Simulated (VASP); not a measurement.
Given:

```
CELL_PARAMETERS angstrom
      4.13580     0.00000     0.00000
      0.00000     4.13580     0.00000
      0.00000     0.00000     4.13580
ATOMIC_POSITIONS crystal
  Ba 0.00000 0.00000 0.00000
  Sn 0.50000 0.50000 0.50000
  O  0.50000 0.00000 0.50000
  O  0.00000 0.50000 0.50000
  O  0.50000 0.50000 0.00000
```

Calculation: PBEsol GGA, VASP's PBE PAW potentials (set 64) (plane waves; VASP). Numerical set-up: 520 eV cut-off, Gaussian smearing of 0.050 eV, potentials Ba_sv Sn_d O.

Unless said otherwise, spin-orbit coupling is left out, though it shifts the bands of the heavy elements here.

**Question.** Estimate the band gap (along the path) with the smallest direct gap where there is one.

**Answer.** 
- band gap (along the path): 0.69 eV
- smallest direct gap (along the path): 1.21 eV

Only differences to runs with the same potentials and settings are physical.

The compound is BaSnO3 in the cubic perovskite structure. It was relaxed first.
